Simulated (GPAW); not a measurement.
A calculation with GPAW 26.7.0 of LiF (cli, structure from a POSCAR):

The input POSCAR:

```
LiF
1.0
    2.5595330000      0.0000000000      0.0000000000
    0.0000000000      2.5595330000      0.0000000000
    0.0000000000      0.0000000000      2.5595330000
F Li
1 1
Direct
    0.5000000000      0.5000000000      0.5000000000
    0.0000000000      0.0000000000      0.0000000000
```

Potentials or basis: GPAW PAW data sets (gpaw-data 1.2.1), pw.

The run is started by

```bash
$ OMP_NUM_THREADS=1 gpaw run POSCAR -p 'mode=PW(800),xc=PBE,kpts={size:(10,10,10),gamma:True},occupations={name:fermi-dirac,width:0.05},nbands=11,convergence={density:1e-05,energy:1e-05},maxiter=150,txt=gpaw.txt' --properties efs -w gs.gpw
```

Measurements of this composition are mostly on another form, of space group No. 225.

**Question.** Write the same calculation in another form: ASE script, structure typed inline.

**Answer.** As run:

Contents of run.py:

```python
from ase import Atoms
from ase.dft.bandgap import bandgap
from ase.io import write
from ase.units import Bohr, GPa
from gpaw import GPAW, PW
from gpaw.elf import elf_from_dft_calculation

atoms = Atoms(['F', 'Li'],
              cell=[[2.559533, 0.0, 0.0],
                    [0.0, 2.559533, 0.0],
                    [0.0, 0.0, 2.559533]],
              scaled_positions=[[0.5, 0.5, 0.5],
                                [0.0, 0.0, 0.0]],
              pbc=True)

calc = GPAW(mode=PW(800),
            xc='PBE',
            kpts={'size': (10, 10, 10), 'gamma': True},
            occupations={'name': 'fermi-dirac', 'width': 0.05},
            nbands=11,
            convergence={'density': 1e-05, 'energy': 1e-05},
            maxiter=150,
            txt='gpaw.txt')
atoms.calc = calc
energy = atoms.get_potential_energy()
forces = atoms.get_forces()
stress = atoms.get_stress()
calc.write('gs.gpw')
write('result.traj', atoms)
print(f'Energy: {energy:.6f} eV')
print('Forces (eV/A):')
print(forces.round(4))
print('Stress (GPa):', (stress / GPa).round(3))
print('Fermi level:', round(calc.get_fermi_level(), 4), 'eV')
print(f'Gap: {bandgap(calc)[0]:.4f} eV, direct: {bandgap(calc, direct=True)[0]:.4f} eV')

# fields on the real-space grid
write('density.cube', atoms, data=calc.get_pseudo_density() * Bohr**3)
write('potential.cube', atoms, data=calc.get_electrostatic_potential())
write('elf.cube', atoms, data=elf_from_dft_calculation(calc).data)
```

Potentials or basis: GPAW PAW data sets (gpaw-data 1.2.1), pw.

Launch:

```bash
$ OMP_NUM_THREADS=1 python run.py
```

Both were run:

|  | cli, structure from a POSCAR | ASE script, structure typed inline |
| --- | --- | --- |
| Pressure | -1.2 GPa | -1.2 GPa |
| Band gap on the k mesh | 7.47 eV, indirect (least direct gap 8.14 eV) | 7.47 eV, indirect (least direct gap 8.14 eV) |

Keys that steer only the numerical path or the files written may differ.
